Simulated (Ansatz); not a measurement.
**C: from a guess to a relaxed structure**

These are results of DFT PBE, scalar-relativistic, plane waves, PAW in Ansatz 0.2.0, not measurements. Cutoff 420 eV, Gaussian smearing, Γ-centred meshes. Cell and atoms relax first on a coarse mesh and then on a finer one. In between, the cell is made exact in the group found at 0.06 Å. In metals the finer mesh still leaves noise of several meV/atom or more. The steps can't lower the symmetry of their start. No spin polarisation.

A trial structure of C was built thus: 5-connected net of one element (P4/mmm, No. 123). Its size is a rough estimate.

```
C
1.0
     3.77912    0.00000    0.00000
     0.00000    3.77912    0.00000
     0.00000    0.00000    1.56585
C
4
Direct
  0.20704 0.50000 0.00000
  0.79296 0.50000 0.00000
  0.50000 0.20704 0.00000
  0.50000 0.79296 0.00000
```

Energies count from the standard state of C at the same level.

Question: Describe the relaxed structure.

Answer: The symmetry stays P4/mmm (No. 123). The volume per atom grows by 135.4 %, from 5.6 to 13.2 Å³. The shortest distance goes from 1.56 Å (C–C) to 1.37 Å (C–C). The ratio c/a of the conventional cell changes by a factor of 3.11. The energy falls by about 2.5 eV/atom (the start's value is from the coarse mesh). Conventional cell: a = 3.445 Å, c = 4.437 Å. C is surrounded by 1 C at 1.37 Å and 2 C at 1.47 Å.

```
C
1.0
     3.44462    0.00000    0.00000
     0.00000    3.44462    0.00000
     0.00000    0.00000    4.43702
C
4
Direct
  0.19909 0.50000 0.00000
  0.80091 0.50000 0.00000
  0.50000 0.19909 0.00000
  0.50000 0.80091 0.00000
```

Question: Give its energy and gap.

Answer: The energy over the standard state is +0.51 eV/atom and the gap on the 14×14×10 mesh of the 4-atom cell is 0 eV (a metal).

It lies above the standard state, so it could only be metastable.

The last run used Gaussian smearing of 0.10 eV. No dispersion correction is applied, so the spacing and binding between layers, chains or molecules are poorly described. The reference form of C is held partly by dispersion forces, which this level lacks. A structure relaxed within its symmetry needn't be a true minimum.
